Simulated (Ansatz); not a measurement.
## Pb under changes of volume

One of the cells (29.314 Å³/atom); the others are scaled copies at fixed shape and fractional positions:

```
Pb
1.0
     3.48000    0.00000    0.00000
    -1.74000    3.01377    0.00000
     0.00000    0.00000    5.59000
Pb
2
Direct
  0.66667 0.33333 0.75000
  0.33333 0.66667 0.25000
```

This isn't the form of Pb at room conditions, which is fcc.

```yaml
Program: Ansatz 0.2.0
Functional: PBEsol
Potentials_or_basis: Ansatz PAW
Cutoff: "420 eV (not typed: the program's choice for these potentials)"
k_mesh: 9 × 9 × 5
Occupations: fermi-dirac, width 0.05 eV
Spin: no spin polarisation
```

```tsv
volume (Å³/atom)	energy over the lowest point (meV/atom)	pressure (GPa)
27.555	?	?
28.141	17.26	3.4
28.727	7.43	2.1
29.314	1.86	1.1
29.900	0.00	0.1
30.486	1.36	-0.7
31.073	5.52	-1.5
```

Question: What does the run at 27.555 Å³/atom give?

Answer: Energy over the lowest point 31.94 meV/atom; pressure 4.7 GPa.

Worked out: A Birch-Murnaghan fit of order 3 (a polynomial in V^(-2/3)) to the other rows has its minimum at 29.93 Å³/atom with B0 = V·E''(V) = 45 GPa and B' = 6.2 at fixed shape and positions, which overstates the stiffness. It gives 31.98 meV/atom at 27.555 Å³/atom, against the run's 31.94, and -dE/dV = 4.8 GPa, against 4.7.

Energies are extrapolated to zero smearing.

Caveats: the PAW data sets come from PBE, with cores solved anew for the run's functional, which leaves a small shift of forces and pressure.
